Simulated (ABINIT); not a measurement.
Crystal: Al.

```
CELL_PARAMETERS angstrom
4.54673 0.00000 0.00000
-2.27337 3.93758 0.00000
0.00000 0.00000 2.75393
ATOMIC_POSITIONS crystal
Al 0.33333 0.66667 0.50000
Al 0.66667 0.33333 0.50000
```

The cell was built by a generator and needn't be a form met in nature.

```yaml
Program: ABINIT 10.8.3 (patched build)
Task: single point
Functional: PBE
Potentials_or_basis: JTH PAW PBE v2.0
Cutoff: 408 eV
k_mesh: 7 × 7 × 10
Occupations: fermi-dirac, width 0.05 eV
Spin: no spin polarisation
```

On this cell: pressure -0.1 GPa; largest force under 0.003 eV/Å; band gap on the k mesh none (metal or under the smearing width).

The same run follows on a disturbed copy (atoms moved at random, drawn with an rms of 0.05 Å):

```xyz
2
Lattice="4.5467 0.0000 0.0000 -2.2734 3.9376 0.0000 0.0000 0.0000 2.7539" Properties=species:S:1:pos:R:3 pbc="T T T"
Al    0.0132    2.6006    1.3502
Al    2.2464    1.3609    1.3968
```

What changes?

The energy (extrapolated to zero smearing) moves by +9.7 meV/atom; pressure 0.0 GPa; largest force 0.498 eV/Å; band gap on the k mesh none (metal or under the smearing width).

Forces on the atoms (eV/Å):
```
Al  -0.283  0.406 -0.055
Al   0.283 -0.406  0.055
```

Stress tensor (GPa, compression positive):
```
 1.88 -0.97  0.04
-0.97 -1.27 -0.05
 0.04 -0.05 -0.52
```
